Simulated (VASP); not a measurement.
Set up this calculation in VASP 6.6.1, as the native input.

| Quantity | Value |
| --- | --- |
| Task | G0W0 quasiparticle levels |
| Functional | PBE |
| Potentials or basis | VASP PAW PBE potentials, release 64 (Sn_d_GW, O_GW) |
| Cutoff | 500 eV |
| k mesh | 4 × 4 × 4 |
| Occupations | gaussian, width 0.01 eV |
| Spin | no spin polarisation |
| GW scheme | G0W0 |
| GW iterations | 1 |
| Cutoff of the response function | 150 |
| Frequency points | 48 |
| Empty bands | 261 |
| Further INCAR settings | ALGO = EVGW0; EDIFF = 1e-08; NBANDS = 281 |

Crystal: SnO (Romarchite).

```
Sn O
1.0
     3.83538    0.00000    0.00000
     0.00000    3.83538    0.00000
     0.00000    0.00000    4.72805
Sn O
2 2
Cartesian
  1.9177 0.0000 1.1629
  0.0000 1.9177 3.5651
  0.0000 0.0000 0.0000
  1.9177 1.9177 0.0000
```

One way to write it, as run:

POSCAR

```
SnO                                     
1.0
    3.8353843716      0.0000000000      0.0000000000
    0.0000000000      3.8353843716      0.0000000000
    0.0000000000      0.0000000000      4.7280492592
  Sn              O             
     2     2
Direct
     0.5000000000000000    0.0000000000000000    0.2459635578495494
     0.0000000000000000    0.5000000000000000    0.7540364421504506
     0.0000000000000000    0.0000000000000000    0.0000000000000000
     0.5000000000000000    0.5000000000000000    0.0000000000000000
```

INCAR.step1

```
SYSTEM = SnO
PREC = Accurate
ENCUT = 500
EDIFF = 1E-8
ISMEAR = 0
SIGMA = 0.01
LREAL = .False.
LASPH = .True.
NELM = 80
ALGO = Fast
LWAVE = .True.
LCHARG = .False.
GGA = PE
KPAR = 4
```

INCAR.step2

```
SYSTEM = SnO
PREC = Accurate
ENCUT = 500
EDIFF = 1E-8
ISMEAR = 0
SIGMA = 0.01
LREAL = .False.
LASPH = .True.
NELM = 1
ALGO = Exact
LWAVE = .True.
LCHARG = .False.
GGA = PE
KPAR = 4
NBANDS = 281
LOPTICS = .True.
ISTART = 1
```

INCAR.step3

```
SYSTEM = SnO
PREC = Accurate
ENCUT = 500
EDIFF = 1E-8
ISMEAR = 0
SIGMA = 0.01
LREAL = .False.
LASPH = .True.
ALGO = EVGW0
LWAVE = .False.
LCHARG = .False.
GGA = PE
KPAR = 4
NELMGW = 1
NBANDS = 281
ENCUTGW = 150
NOMEGA = 48
PRECFOCK = Fast
ISTART = 1
NBANDSGW = 28
```

KPOINTS

```
Automatic mesh
0
Gamma
  4 4 4
  0 0 0
```

Potentials or basis: VASP PAW PBE potentials, release 64 (Sn_d_GW, O_GW).

The run is started by

```sh
$ cat potpaw_PBE.64/Sn_d_GW/POTCAR potpaw_PBE.64/O_GW/POTCAR > POTCAR
$ cp INCAR.step1 INCAR
$ mpirun -np 4 vasp_std > vasp.out
$ cp INCAR.step2 INCAR
$ mpirun -np 4 vasp_std > vasp.out
$ cp INCAR.step3 INCAR
$ mpirun -np 4 vasp_std > vasp.out
```

Results of the run:

```
Band gap on the k mesh, mean-field level : none (metal or under the smearing width)
Quasiparticle gap                        : -0.12 eV
Least direct quasiparticle gap           : 2.37 eV
```

Caveat: the k mesh is coarse (spacing up to 0.41 Å⁻¹), so the values aren't converged; bands, screening cutoff and mesh are small and nothing is extrapolated, so the quasiparticle values aren't converged.

Run time: 22 min on 4 MPI ranks on AMD EPYC 7R13 Processor (Zen 3) (shared host), peak memory 1.5 GiB a rank.
